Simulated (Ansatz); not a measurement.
**SiO2: gradients and densities at the nuclei, part 1 of 2**

Wanted: quadrupolar parameters for every site of SiO2, with a sense of how robust they are. The cell is a computed entry of the Materials Project. Planned: a single point, then r2SCAN.

Program: Ansatz 0.2.0. Level of theory: DFT, PBE, plane-wave PAW, default files, scalar-relativistic, as far as a step names no other. These are calculated values, not measurements.

## (1) The structure to begin with

The structure is tetragonal, space group I4_1/amd (No. 141). The conventional cell has a = 9.791 Å, b = 9.791 Å, c = 10.114 Å, α = 90.00°, β = 90.00°, γ = 90.00°. Si (site symmetry 2) is surrounded by 4 O at 1.61 Å. Around O (site symmetry m) lie 2 Si at 1.61 Å. Around O (site symmetry 2) lie 2 Si at 1.61 Å.

Structure file:

```cif
data_structure
_symmetry_space_group_name_H-M 'P 1'
_symmetry_Int_Tables_number 1
_cell_length_a 8.5735
_cell_length_b 8.5735
_cell_length_c 8.5735
_cell_angle_alpha 110.361
_cell_angle_beta 110.361
_cell_angle_gamma 107.705
_cell_volume 484.77
loop_
_atom_site_label
_atom_site_type_symbol
_atom_site_fract_x
_atom_site_fract_y
_atom_site_fract_z
_atom_site_occupancy
Si1 Si 0.59107 0.40893 0.50000 1
Si2 Si 0.15893 0.15893 0.31785 1
Si3 Si 0.84107 0.84107 0.68215 1
Si4 Si 0.90893 0.09107 0.50000 1
Si5 Si 0.15893 0.84107 0.00000 1
Si6 Si 0.59107 0.09107 0.18215 1
Si7 Si 0.90893 0.40893 0.81785 1
Si8 Si 0.84107 0.15893 0.00000 1
O1 O 0.60088 0.28494 0.31594 1
O2 O 0.03494 0.21901 0.18406 1
O3 O 0.03494 0.85088 0.81594 1
O4 O 0.14912 0.96506 0.18406 1
O5 O 0.78099 0.96506 0.81594 1
O6 O 0.96901 0.28494 0.68406 1
O7 O 0.71506 0.03099 0.31594 1
O8 O 0.71506 0.39912 0.68406 1
O9 O 0.67195 0.62500 0.54695 1
O10 O 0.37500 0.32805 0.45305 1
O11 O 0.87500 0.92195 0.54695 1
O12 O 0.07805 0.12500 0.45305 1
O13 O 0.07805 0.62500 0.95305 1
O14 O 0.37500 0.92195 0.04695 1
O15 O 0.87500 0.32805 0.95305 1
O16 O 0.67195 0.12500 0.04695 1
```

## (2) Gradients at the starting positions

input.yaml

```yaml
crystal:
  lattice:
    - [-4.89537496, 4.89537496, 5.05717797]
    - [4.89537496, -4.89537496, 5.05717797]
    - [4.89537496, 4.89537496, -5.05717797]
  atoms:
    - { symbol: Si, position: [0.59107488, 0.40892512, 0.5] }
    - { symbol: Si, position: [0.15892512, 0.15892512, 0.31785024] }
    - { symbol: Si, position: [0.84107488, 0.84107488, 0.68214976] }
    - { symbol: Si, position: [0.90892512, 0.09107488, 0.5] }
    - { symbol: Si, position: [0.15892512, 0.84107488, 0.0] }
    - { symbol: Si, position: [0.59107488, 0.09107488, 0.18214976] }
    - { symbol: Si, position: [0.90892512, 0.40892512, 0.81785024] }
    - { symbol: Si, position: [0.84107488, 0.15892512, 0.0] }
    - { symbol: O, position: [0.60087628, 0.28494069, 0.31593559] }
    - { symbol: O, position: [0.03494069, 0.2190051, 0.18406441] }
    - { symbol: O, position: [0.03494069, 0.85087628, 0.81593559] }
    - { symbol: O, position: [0.14912372, 0.96505931, 0.18406441] }
    - { symbol: O, position: [0.7809949, 0.96505931, 0.81593559] }
    - { symbol: O, position: [0.9690051, 0.28494069, 0.68406441] }
    - { symbol: O, position: [0.71505931, 0.0309949, 0.31593559] }
    - { symbol: O, position: [0.71505931, 0.39912372, 0.68406441] }
    - { symbol: O, position: [0.67194616, 0.625, 0.54694616] }
    - { symbol: O, position: [0.375, 0.32805384, 0.45305384] }
    - { symbol: O, position: [0.875, 0.92194616, 0.54694616] }
    - { symbol: O, position: [0.07805384, 0.125, 0.45305384] }
    - { symbol: O, position: [0.07805384, 0.625, 0.95305384] }
    - { symbol: O, position: [0.375, 0.92194616, 0.04694616] }
    - { symbol: O, position: [0.875, 0.32805384, 0.95305384] }
    - { symbol: O, position: [0.67194616, 0.125, 0.04694616] }
kpoints:
  mp_grid: { grid: [4, 4, 4] }
scf:
  occupations: { method: fermi_dirac, width: 0.02 }
hamiltonian:
  xc: pbe
  pseudopotentials: { kind: paw }
output:
  forces: true
  stress: true
  populations: true
  efg: { quadrupole_moments_barn: { O: -0.02558 }, contact_densities: true }
```

The run is started by

```bash
ansatz run input.yaml --threads 1 --pin off --max-ram 2560MiB --backend cpu --events-out ev --progress --plain --runs-dir out
```

The log of the run:

```text
Warning: RAYON_NUM_THREADS=1 ignored (pool sized by the plan → 1); use --threads N
Engine: ansatz 0.2.0, aarch64-unknown-linux-gnu
Pseudopotentials: kind: paw
Pseudopotential: Si, paw, valence charge 4, recommended cutoff 420 eV (normal), Si.paw.azcp
Pseudopotential: O, paw, valence charge 6, recommended cutoff 420 eV (normal), O.paw.azcp
Functional definition: PBE
  parameter kappa = 0.804
  parameter beta = 0.06672455060314922
  exchange = pbe_x(kappa = kappa, mu = beta*pi^2/3)
  correlation = pbe_c(beta = beta)
Crystal: 24 atoms, lattice volume = 484.775 Å³
Basis set: ecut = 420 eV, 9517 PW (Γ), exchange–correlation on 120×120×120 points (8 copies of the dense FFT grid, shifted against one another)
Bands: 88, of which v1, the nominal top of the filled ones, is band 64 counted from 1 (63 counted from 0)
Symmetry: 16 space group operations
Space group: I41/amd (ITA 141), of the structure as read, at distance tolerance 7.9e-5 Å
k-points: 13 of 64
Non-local potential: Si, projectors of the file, l = 0: 2, l = 1: 2, l = 2: 2
Non-local potential: O, projectors of the file, l = 0: 2, l = 1: 2, l = 2: 1
PAW form: soft (Blöchl's): semilocal exchange-correlation on the pseudo side does not see the compensation charge
PAW one-centre angular grid: Si, 110 points (default); XC on 64 Gauss nodes
PAW one-centre angular grid: O, 110 points (default); XC on 64 Gauss nodes
Initial density: superposition of atomic densities (neutral atoms: chi_scale 0, normalization atom), corrected by the library's trained network
Initial wavefunctions: pseudopotential atomic-orbital guess
Functional: x = pbe(κ = 0.804, μ = 0.2195149727645171), c = pbe(β = 0.06672455060314922)
SCF iter   1: F=—  HF=-14192.437888 eV  |F-HF|=—  |Δ(HF+E_count)|=         —  Δρ=1.70e-3  dr2=1.34e-2  ethr=1.77e-3  ⟨swp⟩=8.2  Hψ=6114  notcnv=0  defer=56
preconditioner: auto → Resta (q_TF=auto, 2.185 Å⁻¹)  ε∞=2.4  [insulator: Δε(μ)=5.807 eV  Ē_g=16.395 eV  σ=0.020 eV  W_gap=1.00  n_scr=78 (ndim 8)  ℏωp=19.1 eV  f_vac=0.420  D(μ)=0.00/eV (n_scr^D=0)  ε∞_Penn≈2.4  vacuum switching on, ρ_ref=1.9e-2 e/Å³]
SCF iter   2: F=—  HF=-14192.445277 eV  |F-HF|=—  |Δ(HF+E_count)|=   7.39e-3  Δρ=7.14e-4  dr2=1.96e-3  ethr=1.04e-5  ⟨swp⟩=3.0  Hψ=2111  notcnv=0  defer=242
SCF iter   3: F=—  HF=-14192.449891 eV  |F-HF|=—  |Δ(HF+E_count)|=   4.61e-3  Δρ=2.90e-4  dr2=4.65e-4  ethr=1.53e-6  ⟨swp⟩=3.2  Hψ=1638  notcnv=0  defer=242
SCF iter   4: F=—  HF=-14192.450415 eV  |F-HF|=—  |Δ(HF+E_count)|=   5.24e-4  Δρ=7.95e-5  dr2=2.86e-5  ethr=3.63e-7  ⟨swp⟩=3.0  Hψ=1598  notcnv=0  defer=242
SCF iter   5: F=—  HF=-14192.450707 eV  |F-HF|=—  |Δ(HF+E_count)|=   2.92e-4  Δρ=3.48e-5  dr2=3.57e-6  ethr=2.24e-8  ⟨swp⟩=2.0  Hψ=1777  notcnv=0  defer=242
SCF iter   6: F=—  HF=-14192.450707 eV  |F-HF|=—  |Δ(HF+E_count)|=   1.84e-7  Δρ=6.39e-6  dr2=1.29e-7  ethr=2.79e-9  ⟨swp⟩=2.2  Hψ=1710  notcnv=0  defer=242
SCF iter   7: F=-14192.450707 eV  HF=-14192.450707 eV  |F-HF|=8.55e-10  |Δ(HF+E_count)|=   7.10e-8  Δρ=1.13e-6  dr2=4.01e-9  ethr=7.81e-11  ⟨swp⟩=14.6  Hψ=6727  notcnv=0
SCF 1 converged in 7 iterations: F = -14192.450707 eV  dr2 = 4.01e-9
SCF converged after 7 iterations
Free energy (F): -14192.450707 eV
Harris-Foulkes:  -14192.450707 eV  (|F-HF|=8.55e-10)
Internal energy: -14192.450707 eV  (E = F + TS)
E sigma→0 (E₀):  -14192.450707 eV
Fermi energy:    1.555124 eV
--- Per-component energies (eV) ---
  E_band       = -1050.090487
  E_kinetic    = 3224.673818
  E_local      = -13883.408730  (includes V_loc(G=0)·N_el)
  E_nonlocal   = 962.787954
  E_hartree    = 5578.612413
  E_xc         = -1634.318840
  E_vxc        = -1896.951845  (∫ρ·V_xc dr)
  E_paw        = -6651.533333  (= ΣΔE_a)
  E_vpaw       = -614.456184  (= ΣTr[D̂ρ^β])
  E_aug_tail   = 0.041809  (compensation charges beyond the density's cutoff)
  E_ewald      = -1789.305799
  E_smearing   = -0.000000  (= −TS)
  E_closure    = 0.000000  (closes the sum)
  Σ components = -14192.450707   (vs F -14192.450707, Δ=0.00e0)
--- Forces (eV/Å), atoms counted from 1 ---
  atom   1  Si    -0.06291434     0.06291434    -0.00000000
  atom   2  Si    -0.06291434    -0.06291434    -0.00000000
  atom   3  Si     0.06291434     0.06291434    -0.00000000
  atom   4  Si     0.06291434    -0.06291434     0.00000000
  atom   5  Si     0.06291434    -0.06291434    -0.00000000
  atom   6  Si     0.06291434     0.06291434     0.00000000
  atom   7  Si    -0.06291434    -0.06291434     0.00000000
  atom   8  Si    -0.06291434     0.06291434     0.00000000
  atom   9  O      0.00000000    -0.18997627     0.24896913
  atom  10  O      0.18997627     0.00000000     0.24896913
  atom  11  O     -0.18997627     0.00000000     0.24896913
  atom  12  O      0.00000000     0.18997627    -0.24896913
  atom  13  O     -0.00000000    -0.18997627    -0.24896913
  atom  14  O      0.00000000     0.18997627     0.24896913
  atom  15  O     -0.18997627     0.00000000    -0.24896913
  atom  16  O      0.18997627    -0.00000000    -0.24896913
  atom  17  O     -0.00000000    -0.33077711    -0.00000000
  atom  18  O      0.33077711    -0.00000000    -0.00000000
  atom  19  O     -0.33077711     0.00000000     0.00000000
  atom  20  O      0.00000000     0.33077711    -0.00000000
  atom  21  O      0.00000000     0.33077711     0.00000000
  atom  22  O     -0.33077711     0.00000000    -0.00000000
  atom  23  O      0.33077711     0.00000000    -0.00000000
  atom  24  O      0.00000000    -0.33077711    -0.00000000
  max |Σ_I F_I| component: 1.39e-16 eV/Å
--- Stress (GPa, compression-positive) ---
        3.122127      -0.000000      -0.000000
       -0.000000       3.122127      -0.000000
        0.000000       0.000000       3.198695
  P = ⅓ Tr σ = 3.1476 GPa (31.476 kbar)
--- PAW observables at the nuclei: V_zz in 10²¹ V/m², potentials from the cell's mean, atoms counted from 1 ---
  atom   1  Si V_zz =    +0.950952   η = 0.9431   by run symmetry: allowed
            electrostatic potential = -1350.819284 V   contact ρ = 12800.991077 e/Å³
  atom   2  Si V_zz =    +0.950952   η = 0.9431   by run symmetry: allowed
            electrostatic potential = -1350.819284 V   contact ρ = 12800.991077 e/Å³
  atom   3  Si V_zz =    +0.950952   η = 0.9431   by run symmetry: allowed
            electrostatic potential = -1350.819284 V   contact ρ = 12800.991077 e/Å³
  atom   4  Si V_zz =    +0.950952   η = 0.9431   by run symmetry: allowed
            electrostatic potential = -1350.819284 V   contact ρ = 12800.991077 e/Å³
  atom   5  Si V_zz =    +0.950952   η = 0.9431   by run symmetry: allowed
            electrostatic potential = -1350.819284 V   contact ρ = 12800.991077 e/Å³
  atom   6  Si V_zz =    +0.950952   η = 0.9431   by run symmetry: allowed
            electrostatic potential = -1350.819284 V   contact ρ = 12800.991077 e/Å³
  atom   7  Si V_zz =    +0.950952   η = 0.9431   by run symmetry: allowed
            electrostatic potential = -1350.819284 V   contact ρ = 12800.991077 e/Å³
  atom   8  Si V_zz =    +0.950952   η = 0.9431   by run symmetry: allowed
            electrostatic potential = -1350.819284 V   contact ρ = 12800.991077 e/Å³
  atom   9  O  V_zz =    +9.373083   η = 0.1164   by run symmetry: allowed   C_q = -5.7975 MHz
            electrostatic potential = -615.153479 V   contact ρ = 2153.456131 e/Å³
  atom  10  O  V_zz =    +9.373083   η = 0.1164   by run symmetry: allowed   C_q = -5.7975 MHz
            electrostatic potential = -615.153479 V   contact ρ = 2153.456131 e/Å³
  atom  11  O  V_zz =    +9.373083   η = 0.1164   by run symmetry: allowed   C_q = -5.7975 MHz
            electrostatic potential = -615.153479 V   contact ρ = 2153.456131 e/Å³
  atom  12  O  V_zz =    +9.373083   η = 0.1164   by run symmetry: allowed   C_q = -5.7975 MHz
            electrostatic potential = -615.153479 V   contact ρ = 2153.456131 e/Å³
  atom  13  O  V_zz =    +9.373083   η = 0.1164   by run symmetry: allowed   C_q = -5.7975 MHz
            electrostatic potential = -615.153479 V   contact ρ = 2153.456131 e/Å³
  atom  14  O  V_zz =    +9.373083   η = 0.1164   by run symmetry: allowed   C_q = -5.7975 MHz
            electrostatic potential = -615.153479 V   contact ρ = 2153.456131 e/Å³
  atom  15  O  V_zz =    +9.373083   η = 0.1164   by run symmetry: allowed   C_q = -5.7975 MHz
            electrostatic potential = -615.153479 V   contact ρ = 2153.456131 e/Å³
  atom  16  O  V_zz =    +9.373083   η = 0.1164   by run symmetry: allowed   C_q = -5.7975 MHz
            electrostatic potential = -615.153479 V   contact ρ = 2153.456131 e/Å³
  atom  17  O  V_zz =    +9.570538   η = 0.1174   by run symmetry: allowed   C_q = -5.9196 MHz
            electrostatic potential = -615.172381 V   contact ρ = 2153.245367 e/Å³
  atom  18  O  V_zz =    +9.570538   η = 0.1174   by run symmetry: allowed   C_q = -5.9196 MHz
            electrostatic potential = -615.172381 V   contact ρ = 2153.245367 e/Å³
  atom  19  O  V_zz =    +9.570538   η = 0.1174   by run symmetry: allowed   C_q = -5.9196 MHz
            electrostatic potential = -615.172381 V   contact ρ = 2153.245367 e/Å³
  atom  20  O  V_zz =    +9.570538   η = 0.1174   by run symmetry: allowed   C_q = -5.9196 MHz
            electrostatic potential = -615.172381 V   contact ρ = 2153.245367 e/Å³
  atom  21  O  V_zz =    +9.570538   η = 0.1174   by run symmetry: allowed   C_q = -5.9196 MHz
            electrostatic potential = -615.172381 V   contact ρ = 2153.245367 e/Å³
  atom  22  O  V_zz =    +9.570538   η = 0.1174   by run symmetry: allowed   C_q = -5.9196 MHz
            electrostatic potential = -615.172381 V   contact ρ = 2153.245367 e/Å³
  atom  23  O  V_zz =    +9.570538   η = 0.1174   by run symmetry: allowed   C_q = -5.9196 MHz
            electrostatic potential = -615.172381 V   contact ρ = 2153.245367 e/Å³
  atom  24  O  V_zz =    +9.570538   η = 0.1174   by run symmetry: allowed   C_q = -5.9196 MHz
            electrostatic potential = -615.172381 V   contact ρ = 2153.245367 e/Å³
--- Band table (eV; the first three rows and the last of 13) ---
  k-point 0: bands = ["-20.7066", "-19.8410", "-19.8410", "-19.8030", "-19.7987", "-19.7602", "-19.7602", "-18.7112", "-18.6646", "-18.6469", "-18.6216", "-18.6216", "-18.6212", "-18.6212", "-18.6061", "-18.6006", "-10.9067", "-8.9461", "-8.9461", "-8.9354", "-8.5154", "-8.4750", "-8.4750", "-7.0718", "-6.7004", "-6.7004", "-6.6638", "-6.5489", "-6.5489", "-6.5460", "-6.4522", "-5.6734", "-4.9744", "-4.5667", "-4.5467", "-4.3775", "-4.3775", "-4.0691", "-3.6847", "-3.6480", "-3.6480", "-3.2843", "-3.2286", "-3.2286", "-3.0771", "-3.0771", "-3.0603", "-2.9576", "-2.9186", "-2.8660", "-2.7558", "-2.7558", "-2.5917", "-2.5917", "-2.5426", "-2.5227", "-2.5227", "-2.2046", "-2.0471", "-2.0112", "-1.4198", "-1.3802", "-1.3802", "-1.3581", "4.4132", "7.2434", "7.2844", "7.4011", "7.4490", "7.5487", "7.5487", "7.5860", "7.7141", "7.7141", "7.9447", "7.9937", "7.9937", "8.1636", "8.1636", "8.3569", "8.7334", "9.0533", "9.1205", "9.1803", "9.5132", "9.7530", "9.7530", "10.1334"]
  k-point 1: bands = ["-20.6459", "-20.1853", "-19.8299", "-19.7950", "-19.7728", "-19.7664", "-19.4142", "-18.7335", "-18.6999", "-18.6565", "-18.6539", "-18.6271", "-18.6208", "-18.6200", "-18.6071", "-18.6043", "-10.7211", "-9.4934", "-8.9136", "-8.8916", "-8.7312", "-8.5645", "-7.7739", "-7.0346", "-6.7992", "-6.7310", "-6.6460", "-6.6233", "-6.5574", "-6.4380", "-6.3821", "-5.7798", "-4.9004", "-4.5550", "-4.5360", "-4.4784", "-4.3444", "-4.1351", "-3.6470", "-3.6459", "-3.5735", "-3.3374", "-3.3327", "-3.2247", "-3.2080", "-3.1014", "-3.0469", "-2.9391", "-2.8259", "-2.8241", "-2.8182", "-2.7424", "-2.6977", "-2.6544", "-2.6188", "-2.4977", "-2.2484", "-2.1227", "-2.0887", "-1.8342", "-1.4546", "-1.4503", "-1.4275", "-1.4023", "4.7123", "6.5649", "7.0511", "7.0641", "7.1748", "7.3087", "7.5363", "7.8821", "7.9296", "7.9650", "8.0023", "8.1468", "8.2891", "8.4461", "8.6470", "8.7226", "8.8513", "9.0075", "9.0158", "9.1224", "9.3763", "9.5595", "9.6074", "9.6719"]
  k-point 2: bands = ["-20.4679", "-20.4679", "-19.8021", "-19.8021", "-19.7809", "-19.7809", "-19.0248", "-19.0248", "-18.6748", "-18.6748", "-18.6418", "-18.6418", "-18.6191", "-18.6191", "-18.6082", "-18.6082", "-10.2108", "-10.2108", "-8.8299", "-8.8299", "-8.7443", "-8.7443", "-7.1434", "-7.1434", "-6.9331", "-6.9331", "-6.5813", "-6.5813", "-6.5238", "-6.5238", "-6.0619", "-6.0619", "-4.7022", "-4.7022", "-4.5335", "-4.5335", "-4.2552", "-4.2552", "-3.5404", "-3.5404", "-3.5153", "-3.5153", "-3.4137", "-3.4137", "-3.1511", "-3.1511", "-2.9443", "-2.9443", "-2.9111", "-2.9111", "-2.7303", "-2.7303", "-2.7082", "-2.7082", "-2.4180", "-2.4180", "-2.3104", "-2.3104", "-1.6938", "-1.6938", "-1.5837", "-1.5837", "-1.4639", "-1.4639", "5.5128", "5.5128", "6.9094", "6.9094", "7.0686", "7.0686", "7.7786", "7.7786", "8.2013", "8.2013", "8.2382", "8.2382", "8.5657", "8.5657", "8.8255", "8.8255", "8.9658", "8.9658", "9.2019", "9.2019", "9.2433", "9.2433", "9.3530", "9.3530"]
  k-point 12: bands = ["-20.2953", "-20.2953", "-20.2642", "-20.2642", "-19.2840", "-19.2840", "-19.2136", "-19.2136", "-18.6747", "-18.6747", "-18.6614", "-18.6614", "-18.6177", "-18.6177", "-18.6116", "-18.6116", "-9.9258", "-9.9258", "-9.6402", "-9.6402", "-7.7329", "-7.7329", "-7.6681", "-7.6681", "-6.9626", "-6.9626", "-6.7280", "-6.7280", "-6.3007", "-6.3007", "-6.0515", "-6.0515", "-4.5627", "-4.5627", "-4.5279", "-4.5279", "-4.5129", "-4.5129", "-3.8152", "-3.8152", "-3.4834", "-3.4834", "-3.1516", "-3.1516", "-3.0242", "-3.0242", "-2.9183", "-2.9183", "-2.8939", "-2.8939", "-2.8123", "-2.8123", "-2.5492", "-2.5492", "-2.3846", "-2.3846", "-2.2692", "-2.2692", "-1.9521", "-1.9521", "-1.6688", "-1.6688", "-1.3694", "-1.3694", "6.1978", "6.1978", "6.3370", "6.3370", "6.5100", "6.5100", "8.0728", "8.0728", "8.1496", "8.1496", "8.1531", "8.1531", "8.2735", "8.2735", "8.5275", "8.5275", "8.8246", "8.8246", "9.3545", "9.3545", "9.7340", "9.7340", "9.9785", "9.9785"]
--- Löwdin populations: 24 sites ---
  site symbol       q [e]
     0     Si      2.1831
     1     Si      2.1831
     2     Si      2.1831
     3     Si      2.1831
     4     Si      2.1831
     5     Si      2.1831
     6     Si      2.1831
     7     Si      2.1831
     8      O      6.8040
     9      O      6.8040
    10      O      6.8040
    11      O      6.8040
    12      O      6.8040
    13      O      6.8040
    14      O      6.8040
    15      O      6.8040
    16      O      6.7922
    17      O      6.7922
    18      O      6.7922
    19      O      6.7922
    20      O      6.7922
    21      O      6.7922
    22      O      6.7922
    23      O      6.7922
  spilling = 0.013787 (of n_electrons = 128.000000)
```

Wall time 58 s (1 thread of Arm Neoverse V1, shared host); peak memory 0.86 GiB.

The run ends with gap on the mesh 5.77 eV, largest force 0.331 eV/Å, pressure 3.1 GPa.

Site by site (atoms counted from 1):

| site | atoms | first shell | V_zz (10²¹ V/m²) | η | C_Q (MHz) |
| --- | --- | --- | --- | --- | --- |
| Si | 1, 2, 3, 4, … | 4 O at 1.61 Å | 0.95 | 0.94 | – |
| O9 | 9, 10, 11, 12, … | 2 Si at 1.61 Å, angle 149° | 9.37 | 0.12 | -5.80 (¹⁷O) |
| O17 | 17, 18, 19, 20, … | 2 Si at 1.61 Å, angle 149° | 9.57 | 0.12 | -5.92 (¹⁷O) |

C_Q = eQV_zz/h, which is 24.18 MHz for Q = 1 b and V_zz = 10²¹ V/m²; η = (V_xx − V_yy)/V_zz. Nuclear quadrupole moments: year-2017 set (Pyykkö). A dash under C_Q marks elements without a common quadrupolar isotope.

Direction of the V_zz axis (Cartesian unit vector):

| site | atom | x | y | z |
| --- | --- | --- | --- | --- |
| O9 | 9 | 1.00 | 0.00 | 0.00 |
| O17 | 17 | 0.58 | 0.00 | 0.82 |

(Continued in part 2 of 2.)
